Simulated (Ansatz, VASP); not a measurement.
One calculation of AlRu, two programs

```
CELL_PARAMETERS angstrom
3.01141 0.00000 0.00000
0.00000 3.01141 0.00000
0.00000 0.00000 3.01141
ATOMIC_POSITIONS crystal
Ru 0.50000 0.50000 0.50000
Al 0.00000 0.00000 0.00000
```

Change from the starting cell: volume scaled by 1.02.

Alike in both runs: task single point; functional PBE; k mesh 9 × 9 × 9; occupations fermi-dirac, width 0.05 eV; no spin polarisation.

|  | VASP | Ansatz |
| --- | --- | --- |
| version | VASP 6.6.1 | Ansatz 0.2.0 |
| potentials or method | VASP PAW PBE potentials, release 64 (Ru_pv, Al) | Ansatz PAW |
| plane-wave cutoff (eV) | 520 | 420 |
| valence electrons in the cell | 17 | 19 |

VASP gave:

- gap on the k mesh at the Fermi level (eV): none
- pressure (GPa): -1.6

Problem. What did Ansatz give for the same quantities?

Solution. gap on the k mesh at the Fermi level (eV): none; pressure (GPa): -1.5.

A gap of «none» marks a metal or a gap that the smearing closes. The two sets of potentials don't hold the same shells in valence.
